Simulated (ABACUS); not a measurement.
## Ca under changes of volume

One of the cells (43.632 Å³/atom); the others are scaled copies at fixed shape and fractional positions:

```
Ca
1.0
     0.00000    2.79420    2.79420
     2.79420    0.00000    2.79420
     2.79420    2.79420    0.00000
Ca
1
Direct
  0.00000 0.00000 0.00000
```

- Program: ABACUS 3.10.1
- Functional: PBE
- Potentials or basis: PseudoDojo NC SR 0.4.1 PBE standard
- Cutoff: 925 eV
- Density cutoff: 3701 eV
- Basis: plane waves
- k mesh: 8 × 8 × 8
- Occupations: fermi-dirac, width 0.05 eV
- Spin: no spin polarisation

```tsv
volume (Å³/atom)	energy over the lowest point (meV/atom)	pressure (GPa)
41.014	1.53	0.5
41.886	0.00	0.1
42.759	0.47	-0.3
43.632	2.77	-0.6
44.504	6.74	-0.9
45.377	?	?
46.250	19.10	-1.4
```

Question: What does the run at 45.377 Å³/atom give?

Answer: Energy over the lowest point 12.23 meV/atom; pressure -1.1 GPa.

Worked out: A Birch-Murnaghan fit of order 3 (a polynomial in V^(-2/3)) to the other rows has its minimum at 42.11 Å³/atom with B0 = V·E''(V) = 17.4 GPa and B' = 3.5. It gives 12.23 meV/atom at 45.377 Å³/atom, against the run's 12.23, and -dE/dV = -1.1 GPa, against -1.1.

Energies are extrapolated to zero smearing.
